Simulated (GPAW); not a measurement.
Runs of GPAW 26.7.0 on GaSb. It takes space group F-43m (No. 216, cubic). The conventional cell has a = 6.118 Å, b = 6.118 Å, c = 6.118 Å, α = 90.00°, β = 90.00°, γ = 90.00°. Around Sb (site symmetry -43m) lie 4 Ga at 2.65 Å. Ga (site symmetry -43m) has 4 Sb at 2.65 Å as nearest neighbours. 

| cell | target pressure | gap on the mesh (eV) | pressure (GPa) |
| --- | --- | --- | --- |
| relaxed to 10 GPa | 10 GPa | 0.63 | 10.0 |
| relaxed to 2 GPa | 2 GPa | (b) | 2.0 |
| relaxed to 5 GPa | 5 GPa | 0.57 | 5.0 |
| relaxed to 20 GPa | 20 GPa | 0.45 | 20.0 |
| relaxed to 30 GPa | 30 GPa | 0.29 | 30.0 |
| relaxed | - | (a) | -0.1 |

Alike in all rows: task relaxation of cell and atoms; level PBEsol; potentials or basis PAW data sets generated in the run's folder for this functional, pw; no spin polarisation; k mesh 8 × 8 × 8; cutoff (eV) 600; smearing fermi-dirac 0.05 eV.

**Question.** Fill in the values left out.

**Answer.** (a) none; (b) 0.31.

Caveats: later steps reuse the first step's grids; spin-orbit coupling is left out, which moves the levels of the heavy elements (some runs).

A k mesh can miss the band edges, and the runs leave out spin-orbit coupling on Ga, Sb.
